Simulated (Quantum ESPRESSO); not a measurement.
Li2Se under changes of volume

One of the cells (18.045 Å³/atom); the others are scaled copies at fixed shape and fractional positions:

```
Se Li
1.0
     0.00000    3.00250    3.00250
     3.00250    0.00000    3.00250
     3.00250    3.00250    0.00000
Se Li
1 2
Direct
  0.00000 0.00000 0.00000
  0.75000 0.75000 0.75000
  0.25000 0.25000 0.25000
```

| Quantity | Value |
| --- | --- |
| Program | Quantum ESPRESSO 7.5 |
| Functional | PBE |
| Potentials or basis | SSSP 1.3 efficiency PBE |
| Cutoff | 748 eV |
| Density cutoff | 5987 eV |
| k mesh | 8 × 8 × 8 |
| Occupations | fermi-dirac, width 0.05 eV |
| Spin | no spin polarisation |

```tsv
volume (Å³/atom)	energy over the lowest point (meV/atom)	pressure (GPa)	gap on the mesh (eV)
16.962	?	?	?
17.323	3.53	1.5	2.94
17.684	0.92	0.8	2.96
18.045	0.00	0.1	2.97
18.406	0.61	-0.6	2.99
18.767	2.61	-1.2	3.00
19.128	5.86	-1.7	3.02
```

Q: What does the run at 16.962 Å³/atom give?

A: Energy over the lowest point 7.99 meV/atom; pressure 2.4 GPa; gap on the mesh 2.92 eV.

Worked out: A Birch-Murnaghan fit of order 3 (a polynomial in V^(-2/3)) to the other rows has its minimum at 18.08 Å³/atom with B0 = V·E''(V) = 34 GPa and B' = 4.0. It gives 8.01 meV/atom at 16.962 Å³/atom, against the run's 7.99, and -dE/dV = 2.4 GPa, against 2.4. A straight line through the other rows of the gap, of slope 0.778 eV per unit of ln V, extrapolates to 2.92 eV, against the run's 2.92.

Energies are extrapolated to zero smearing.

A mesh can miss the band edges. Spin-orbit coupling on Se is left out.
